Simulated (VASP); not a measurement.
# Mo (Im-3m) in VASP: a series of runs

Runs on Mo. Level: PBE. Tasks: single point.

All numbers are computed with VASP 6.6.1; they aren't measurements. Logs are shortened: lines on timing, memory, paths and dates and some standing lists are left out, and cuts for length are marked.

**1. The undisturbed crystal**

Symmetry: Im-3m, No. 229, cubic system. The conventional cell has a = 3.168 Å, b = 3.168 Å, c = 3.168 Å, α = 90.00°, β = 90.00°, γ = 90.00°. Mo (site symmetry m-3m) is surrounded by 8 Mo at 2.74 Å.

**2. Single point, PBE (grid = ENCUT=400 dk=0.35 cell=2x2x1 ISMEAR=1 SIGMA=0.1 LREAL=Auto EDIFF=1e-06)**

INCAR reads:

```
ALGO = Fast
EDIFF = 1E-6
ENCUT = 400
GGA = PE
ISIF = 2
ISMEAR = 1
LASPH = T
LCHARG = F
LREAL = Auto
LWAVE = F
NBANDS = 29
NELM = 120
PREC = Accurate
SIGMA = 0.1
```

KPOINTS reads:

```
k-points
0
Gamma
  9 9 9
```

POSCAR reads:

```
Mo
1.0
   -3.1676179438      3.1676179438      3.1676179438
    3.1676179438     -3.1676179438      3.1676179438
    1.5838089719      1.5838089719     -1.5838089719
Mo
3
Direct
    0.0000000000      0.5000000000      0.0000000000
    0.5000000000      0.0000000000      0.0000000000
    0.5000000000      0.5000000000      0.0000000000
```

Potentials or basis: VASP PAW PBE potentials, release 64 (Mo_sv).

Command:

```console
$ cat potpaw_PBE.64/Mo_sv/POTCAR > POTCAR
$ mpirun -np 1 vasp_std > vasp.out
```

OUTCAR:

```text
EDIFF = 1E-6
   ENCUT = 400
   GGA = PE
   ISIF = 2
   ISMEAR = 1
   LASPH = T
   LREAL = Auto
   NELM = 120
   PREC = Accurate

 Found     85 irreducible k-points:

 Following reciprocal coordinates:
            Coordinates               Weight
  0.000000  0.000000  0.000000      1.000000
  0.111111  0.000000  0.000000      6.000000
  0.222222  0.000000  0.000000      6.000000
  0.333333  0.000000  0.000000      6.000000
  0.444444  0.000000  0.000000      6.000000
  0.111111  0.111111  0.000000      6.000000
   k-points           NKPTS =     85   k-points in BZ     NKDIM =     85   number of bands    NBANDS=     29
   number of dos      NEDOS =    301   number of ions     NIONS =      3
   total plane-waves  NPLWV =  23328
   dimension x,y,z NGX =    36 NGY =   36 NGZ =   18
   dimension x,y,z NGXF=    72 NGYF=   72 NGZF=   36
   ions per type =               3
   NGX,Y,Z   is equivalent  to a cutoff of  10.91, 10.91, 10.91 a.u.
   NGXF,Y,Z  is equivalent  to a cutoff of  21.82, 21.82, 21.82 a.u.
 SYSTEM =  unknown system
   PREC   = accura    normal or accurate (medium, high low for compatibility)
   ISTART =      0    job   : 0-new  1-cont  2-samecut
   ICHARG =      2    charge: 1-file 2-atom 10-const
   ISPIN  =      1    spin polarized calculation?
   LNONCOLLINEAR =      F non collinear calculations
   LSORBIT =      F    spin-orbit coupling
   LASPH  =      T    aspherical Exc in radial PAW
   ENCUT  =  400.0 eV  29.40 Ry    5.42 a.u.   8.95  8.95  4.47*2*pi/ulx,y,z
   NELM   =    120;   NELMIN=  2; NELMDL= -5     # of ELM steps
   EDIFF  = 0.1E-05   stopping-criterion for ELM
   LREAL  =      T    real-space projection
   EDIFFG = 0.1E-04   stopping-criterion for IOM
   NSW    =      0    number of steps for IOM
   IBRION =     -1    ionic relax: 0-MD 1-quasi-New 2-CG
   NFREE  =      0    steps in history (QN), initial steepest desc. (CG)
   ISIF   =      2    stress and relaxation
   ISYM   =      2    0-nonsym 1-usesym 2-fastsym
   POTIM  = 0.5000    time-step for ionic-motion
   TEBEG  =    0.0;   TEEND  =   0.0 temperature during run
   PSTRESS=    0.0 pullay stress
   NELECT =      42.0000    total number of electrons
   NUPDOWN=      -1.0000    fix difference up-down
   EMIN   =  10.00;   EMAX   =-10.00  energy-range for DOS
   EFERMI =   0.00;   METHOD = LEGACY
   ISMEAR =     1;   SIGMA  =   0.10  broadening in eV -4-tet -1-fermi 0-gaus
   EFERMI_NEDOS =   21; number of points for ismear=-14 and -15
   IALGO  =     68    algorithm
   IMIX   =      4    mixing-type and parameters
     AMIX     =   0.40;   BMIX     =  1.00
     AMIX_MAG =   1.60;   BMIX_MAG =  1.00
  volume/ion in A,a.u.               =      21.19       142.99
  Fermi-wavevector in a.u.,A,eV,Ry     =   1.425876  2.694515 27.662315  2.033123
  Thomas-Fermi vector in A             =   2.546213
   LORBIT       =      0    0 simple, 1 ext, 2 COOP (PROOUT), +10 PAW based schemes
   GGA     = PE    functional components
   LHFCALC =     F    Hartree Fock is set to
   AEXX    =    0.0000 exact exchange contribution
   IVDW    =     0    specifies the selected vdW correction
   LEPSILON=     F    determine dielectric tensor
   LRPA    =     F    only Hartree local field effects (RPA)
 non-spin polarized calculation
 RMM-DIIS sequential band-by-band and
 Methfessel and Paxton  Order N= 1 SIGMA  =   0.10
  energy-cutoff  :      400.00
  volume of cell :       63.57
 maximum number of plane-waves:      1185
   NGX = 17   NGY = 17   NGZ =  9

 number of electron      42.0000015 magnetization

 Free energy of the ion-electron system (eV)
  ---------------------------------------------------
  ext. energy  EPLUGINS =         0.00000000
  ---------------------------------------------------
  free energy    TOTEN  =       -29.61018120 eV

  energy without entropy =      -29.60882727  energy(sigma->0) =      -29.60972989

 E-fermi :   7.9916     XC(G=0): -11.4471

 val. band max:        7.9906335657   @ k =   0.3333   0.3333   0.4444
 cond. band min:       7.9977302049   @ k =   0.2222  -0.0000   0.4444
 fundamental gap:      0.0070966393
 Fermi energy:         7.9916172133

 k-point     1 :       0.0000    0.0000    0.0000
  band No.  band energies     occupation
      1     -53.0212      2.00000
      2     -52.8376      2.00000
      3     -52.8376      2.00000
      4     -27.6773      2.00000
      5     -27.3044      2.00000
      6     -27.3044      2.00000
[... 21 lines left out ...]
     28      11.0268      0.00000
     29      11.0269      0.00000

 k-point     2 :       0.1111    0.0000    0.0000
  band No.  band energies     occupation
      1     -53.0164      2.00000
      2     -52.8426      2.00000
      3     -52.8376      2.00000
      4     -27.6502      2.00000
      5     -27.2996      2.00000
      6     -27.2843      2.00000
[... 21 lines left out ...]
     28      10.7314      0.00000
     29      11.1776      0.00000

 k-point     3 :       0.2222    0.0000    0.0000
  band No.  band energies     occupation
      1     -53.0027      2.00000
      2     -52.8567      2.00000
      3     -52.8377      2.00000
      4     -27.5789      2.00000
      5     -27.2809      2.00000
      6     -27.2274      2.00000
[... 21 lines left out ...]
     28      10.6576      0.00000
     29      11.1277      0.00000

 k-point     4 :       0.3333    0.0000    0.0000
  band No.  band energies     occupation
      1     -52.9829      2.00000
      2     -52.8770      2.00000
      3     -52.8378      2.00000
      4     -27.4959      2.00000
      5     -27.2263      2.00000
      6     -27.1410      2.00000
[... 21 lines left out ...]
     28      10.3900      0.00000
     29      10.8471      0.00000

 k-point     5 :       0.4444    0.0000    0.0000
  band No.  band energies     occupation
      1     -52.9641      2.00000
      2     -52.8961      2.00000
      3     -52.8378      2.00000
      4     -27.4495      2.00000
      5     -27.1112      2.00000
      6     -27.0416      2.00000
[... 21 lines left out ...]
     28      10.2347      0.00000
     29      10.7937      0.00000

 k-point     6 :       0.1111    0.1111    0.0000
  band No.  band energies     occupation
      1     -53.0071      2.00000
      2     -52.8522      2.00000
      3     -52.8377      2.00000
      4     -27.6003      2.00000
      5     -27.2916      2.00000
      6     -27.2431      2.00000
[... 21 lines left out ...]
     28      10.5755      0.00000
     29      11.2062      0.00000

 [... further k-points ...]

------------------------ aborting loop because EDIFF is reached ----------------------------------------

  FORCE on cell =-STRESS in cart. coord.  units (eV):
  Direction    XX          YY          ZZ          XY          YZ          ZX
  --------------------------------------------------------------------------------------
  -------------------------------------------------------------------------------------
  Total       -6.4922652     -6.4922652     -6.4922652     -0.6137045      0.6137045      0.6137045
  in kB     -163.6358504   -163.6358504   -163.6358504    -15.4682617     15.4682617     15.4682617
  external PRESSURE =    -163.6358504 kB  Pullay stress =       0.0000000 kB

 VOLUME and BASIS-vectors are now :
 -----------------------------------------------------------------------------
  energy-cutoff  :      400.00
  volume of cell :       63.57
      direct lattice vectors                 reciprocal lattice vectors
    -3.167617944  3.167617944  3.167617944     0.000000000  0.157847319  0.157847319
     3.167617944 -3.167617944  3.167617944     0.157847319  0.000000000  0.157847319
     1.583808972  1.583808972 -1.583808972     0.315694638  0.315694638  0.000000000

 POSITION                                       TOTAL-FORCE (eV/Angst)
 -----------------------------------------------------------------------------------
      1.58381     -1.58381      1.58381        -0.000000     -0.000000     -0.000000
     -1.58381      1.58381      1.58381         0.000000      0.000000      0.000000
      0.00000      0.00000      3.16762        -0.000000     -0.000000      0.000000
 -----------------------------------------------------------------------------------
    total drift:                               -0.000000     -0.000000      0.000000

  FREE ENERGIE OF THE ION-ELECTRON SYSTEM (eV)
  ---------------------------------------------------
  free  energy   TOTEN  =       -29.6101812023 eV

  energy  without entropy=      -29.6088272740  energy(sigma->0) =      -29.60972989
```

Run time: 1.8 min. Hardware: 1 thread of Intel Xeon Platinum 8488C (Sapphire Rapids), shared host; peak memory 0.2 GiB.

These settings aren't checked as converged: the numbers below hold their error.

Results:

| Quantity | Value |
| --- | --- |
| Free energy | -29.6102 eV |
| Pressure | -16.4 GPa |
| Band gap on the k mesh | none (metal or under the smearing width) |

**3. Single point, PBE (grid = ENCUT=460 dk=0.35 cell=2x2x1 ISMEAR=1 SIGMA=0.1 LREAL=Auto EDIFF=1e-06)**

Changes to INCAR since step 2:

```diff
@@ -2,3 +2,3 @@
 EDIFF = 1E-6
-ENCUT = 400
+ENCUT = 460
 GGA = PE
```

KPOINTS is that of step 2.

POSCAR is that of step 2.

Potentials or basis: VASP PAW PBE potentials, release 64 (Mo_sv).

Command:

```console
$ cat potpaw_PBE.64/Mo_sv/POTCAR > POTCAR
$ mpirun -np 1 vasp_std > vasp.out
```

OUTCAR:

```text
EDIFF = 1E-6
   ENCUT = 460
   GGA = PE
   ISIF = 2
   ISMEAR = 1
   LASPH = T
   LREAL = Auto
   NELM = 120
   PREC = Accurate

 Found     85 irreducible k-points:

 Following reciprocal coordinates:
            Coordinates               Weight
  0.000000  0.000000  0.000000      1.000000
  0.111111  0.000000  0.000000      6.000000
  0.222222  0.000000  0.000000      6.000000
[... 273 lines left out ...]

  FORCE on cell =-STRESS in cart. coord.  units (eV):
  Direction    XX          YY          ZZ          XY          YZ          ZX
  --------------------------------------------------------------------------------------
  -------------------------------------------------------------------------------------
  Total       -6.2572506     -6.2572506     -6.2572506     -0.6146074      0.6146074      0.6146074
  in kB     -157.7123681   -157.7123681   -157.7123681    -15.4910199     15.4910199     15.4910199
  external PRESSURE =    -157.7123681 kB  Pullay stress =       0.0000000 kB

 VOLUME and BASIS-vectors are now :
 -----------------------------------------------------------------------------
  energy-cutoff  :      460.00
  volume of cell :       63.57
      direct lattice vectors                 reciprocal lattice vectors
    -3.167617944  3.167617944  3.167617944     0.000000000  0.157847319  0.157847319
     3.167617944 -3.167617944  3.167617944     0.157847319  0.000000000  0.157847319
     1.583808972  1.583808972 -1.583808972     0.315694638  0.315694638  0.000000000

 POSITION                                       TOTAL-FORCE (eV/Angst)
 -----------------------------------------------------------------------------------
      1.58381     -1.58381      1.58381        -0.000000      0.000000      0.000000
     -1.58381      1.58381      1.58381         0.000000     -0.000000      0.000000
      0.00000      0.00000      3.16762        -0.000000      0.000000     -0.000000
 -----------------------------------------------------------------------------------
    total drift:                               -0.000000     -0.000000      0.000000

  FREE ENERGIE OF THE ION-ELECTRON SYSTEM (eV)
  ---------------------------------------------------
  free  energy   TOTEN  =       -29.6144363048 eV

  energy  without entropy=      -29.6130823622  energy(sigma->0) =      -29.61398499
```

OSZICAR:

```text
N       E                     dE             d eps       ncg     rms          rms(c)
DAV:   1     0.447934227469E+03    0.44793E+03   -0.25311E+04  5178   0.134E+03
DAV:   2    -0.189713622409E+02   -0.46691E+03   -0.45582E+03  5568   0.445E+02
DAV:   3    -0.312835471093E+02   -0.12312E+02   -0.11843E+02  6135   0.697E+01
DAV:   4    -0.314684056070E+02   -0.18486E+00   -0.18388E+00  5528   0.726E+00
DAV:   5    -0.314707982144E+02   -0.23926E-02   -0.23913E-02  5695   0.822E-01    0.173E+01
RMM:   6    -0.297844685584E+02    0.16863E+01   -0.34348E+00  4932   0.120E+01    0.498E+00
RMM:   7    -0.296127007115E+02    0.17177E+00   -0.14928E+00  5217   0.638E+00    0.189E+00
RMM:   8    -0.296135276528E+02   -0.82694E-03   -0.14968E-01  5620   0.238E+00    0.565E-01
RMM:   9    -0.296139493716E+02   -0.42172E-03   -0.41579E-02  6399   0.892E-01    0.104E-01
RMM:  10    -0.296144540201E+02   -0.50465E-03   -0.65122E-03  6674   0.349E-01    0.681E-02
RMM:  11    -0.296144764713E+02   -0.22451E-04   -0.67581E-04  6595   0.126E-01    0.495E-02
RMM:  12    -0.296144360344E+02    0.40437E-04   -0.31396E-04  5703   0.100E-01    0.234E-02
RMM:  13    -0.296144353062E+02    0.72820E-06   -0.45574E-05  6424   0.350E-02    0.128E-02
RMM:  14    -0.296144354094E+02   -0.10316E-06   -0.11432E-05  5648   0.174E-02    0.403E-03
RMM:  15    -0.296144363048E+02   -0.89537E-06   -0.26881E-06  4356   0.698E-03
   1 F= -.29614436E+02 E0= -.29613985E+02  d E =-.135394E-02
```

Run time: 2.5 min. Hardware: 1 thread of Intel Xeon Platinum 8488C (Sapphire Rapids), shared host; peak memory 0.22 GiB.

The run converged, but some of its settings lie outside the range that counts as converged, so its numbers aren't taken as properties of the crystal.

Results:

```yaml
Free_energy: -29.6144 eV
Pressure: -15.8 GPa
Band_gap_on_the_k_mesh: none (metal or under the smearing width)
```

**4. Single point, PBE (grid = ENCUT=520 dk=0.35 cell=2x2x1 ISMEAR=1 SIGMA=0.1 LREAL=Auto EDIFF=1e-06)**

Changes to INCAR since step 3:

```diff
@@ -2,3 +2,3 @@
 EDIFF = 1E-6
-ENCUT = 460
+ENCUT = 520
 GGA = PE
```

KPOINTS is that of step 3.

POSCAR is that of step 3.

Potentials or basis: VASP PAW PBE potentials, release 64 (Mo_sv).

Command:

```console
$ cat potpaw_PBE.64/Mo_sv/POTCAR > POTCAR
$ mpirun -np 1 vasp_std > vasp.out
```

OUTCAR:

```text
EDIFF = 1E-6
   ENCUT = 520
   GGA = PE
   ISIF = 2
   ISMEAR = 1
   LASPH = T
   LREAL = Auto
   NELM = 120
   PREC = Accurate

 Found     85 irreducible k-points:

 Following reciprocal coordinates:
            Coordinates               Weight
  0.000000  0.000000  0.000000      1.000000
  0.111111  0.000000  0.000000      6.000000
  0.222222  0.000000  0.000000      6.000000
[... 274 lines left out ...]

  FORCE on cell =-STRESS in cart. coord.  units (eV):
  Direction    XX          YY          ZZ          XY          YZ          ZX
  --------------------------------------------------------------------------------------
  -------------------------------------------------------------------------------------
  Total       -6.2221041     -6.2221041     -6.2221041     -0.6148822      0.6148822      0.6148822
  in kB     -156.8265086   -156.8265086   -156.8265086    -15.4979463     15.4979463     15.4979463
  external PRESSURE =    -156.8265086 kB  Pullay stress =       0.0000000 kB

 VOLUME and BASIS-vectors are now :
 -----------------------------------------------------------------------------
  energy-cutoff  :      520.00
  volume of cell :       63.57
      direct lattice vectors                 reciprocal lattice vectors
    -3.167617944  3.167617944  3.167617944     0.000000000  0.157847319  0.157847319
     3.167617944 -3.167617944  3.167617944     0.157847319  0.000000000  0.157847319
     1.583808972  1.583808972 -1.583808972     0.315694638  0.315694638  0.000000000

 POSITION                                       TOTAL-FORCE (eV/Angst)
 -----------------------------------------------------------------------------------
      1.58381     -1.58381      1.58381         0.000000     -0.000000      0.000000
     -1.58381      1.58381      1.58381        -0.000000      0.000000     -0.000000
      0.00000      0.00000      3.16762         0.000000      0.000000      0.000000
 -----------------------------------------------------------------------------------
    total drift:                               -0.000000     -0.000000      0.000000

  FREE ENERGIE OF THE ION-ELECTRON SYSTEM (eV)
  ---------------------------------------------------
  free  energy   TOTEN  =       -29.6148533626 eV

  energy  without entropy=      -29.6134993517  energy(sigma->0) =      -29.61440203
```

Wall time 2.9 min (1 thread of Intel Xeon Platinum 8488C (Sapphire Rapids), shared host); peak memory 0.24 GiB.

These settings aren't checked as converged: the numbers below hold their error.

Results:

```
Free energy            : -29.6149 eV
Pressure               : -15.7 GPa
Band gap on the k mesh : none (metal or under the smearing width)
```

**5. Single point, PBE (grid = ENCUT=400 dk=0.27 cell=2x2x1 ISMEAR=1 SIGMA=0.1 LREAL=Auto EDIFF=1e-06)**

Changes to INCAR since step 4:

```diff
@@ -2,3 +2,3 @@
 EDIFF = 1E-6
-ENCUT = 520
+ENCUT = 400
 GGA = PE
```

KPOINTS reads:

```
k-points
0
Gamma
  11 11 11
```

POSCAR is that of step 4.

Command:

```console
$ cat potpaw_PBE.64/Mo_sv/POTCAR > POTCAR
$ mpirun -np 1 vasp_std > vasp.out
```

It took 2.8 min on 1 thread of Intel Xeon Platinum 8488C (Sapphire Rapids), shared host; peak memory 0.23 GiB.

These settings aren't checked as converged: the numbers below hold their error.

What came out:

```
Free energy            : -29.6188 eV
Pressure               : -16.5 GPa
Band gap on the k mesh : none (metal or under the smearing width)
```

**6. Single point, PBE (grid = ENCUT=650 dk=0.35 cell=2x2x1 ISMEAR=1 SIGMA=0.1 LREAL=Auto EDIFF=1e-06)**

Changes to INCAR since step 5:

```diff
@@ -2,3 +2,3 @@
 EDIFF = 1E-6
-ENCUT = 400
+ENCUT = 650
 GGA = PE
```

KPOINTS reads:

```
k-points
0
Gamma
  9 9 9
```

POSCAR is that of step 5.

Potentials or basis: VASP PAW PBE potentials, release 64 (Mo_sv).

Command:

```console
$ cat potpaw_PBE.64/Mo_sv/POTCAR > POTCAR
$ mpirun -np 1 vasp_std > vasp.out
```

Run time: 4.2 min. Hardware: 1 thread of Intel Xeon Platinum 8488C (Sapphire Rapids), shared host; peak memory 0.3 GiB.

The run converged, but some of its settings lie outside the range that counts as converged, so its numbers aren't taken as properties of the crystal.

What came out:

* Free energy: -29.6148 eV
* Pressure: -15.7 GPa
* Band gap on the k mesh: none (metal or under the smearing width)
